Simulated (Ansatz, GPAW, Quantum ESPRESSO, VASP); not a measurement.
## FeO: energy against volume and a worked fit

```
CELL_PARAMETERS angstrom
0.00000 2.15540 2.15540
2.15540 0.00000 2.15540
2.15540 2.15540 0.00000
ATOMIC_POSITIONS crystal
Fe 0.00000 0.00000 0.00000
O 0.50000 0.50000 0.50000
```

The cell was scaled at fixed shape and fractions and run with GPAW, PAW data sets generated for this functional, cutoff 800 eV; PBEsol, k mesh 11 × 11 × 11 on the cell of 2 atoms, fermi-dirac occupations of 0.05 eV, collinear spin, ferromagnetic start, no spin-orbit coupling. Energies are those that the program minimises, any entropy of the smearing included. For a metal such a mesh isn't converged to the digits shown. The magnetic state is the one that the start led to, which needn't be the lowest.

```tsv
V (Å³/atom)	energy over the lowest row (meV/atom)
9.4126	5.17
9.6129	0.00
9.8132	?
10.0134	6.14
10.2137	16.31
10.4140	30.44
10.6143	48.28
```

Task: Fit the third-order Birch-Murnaghan form, give V0, B0 and B′, and predict the energy left open.

Result: With y = (V0/V)^(2/3), E = E0 + (9 V0 B0/16) [(y - 1)³ B′ + (y - 1)² (6 - 4y)]. Least squares through the rows shown give V0 = 9.6924 Å³/atom, E0 = -0.43 meV, B0 = 210.3 GPa (1 eV/Å³ = 160.218 GPa) and B′ = 4.51, with a largest miss of 0.03 meV. At V = 9.8132 the form with these constants gives 0.54 meV; the run gave 0.55 meV an atom. Other set-ups at this level, from all their volumes (Å³/atom, GPa): Ansatz, all-electron LAPW, scalar-relativistic: V0 9.566, B0 208; Quantum ESPRESSO, PseudoDojo 0.4.1 SR PBEsol standard: V0 9.540, B0 208.8; Quantum ESPRESSO, GBRV 1.5 PBEsol: V0 9.582, B0 208.8; VASP, PBE PAW files Fe, O, 520 eV (made for PBE): V0 9.599, B0 209.6.
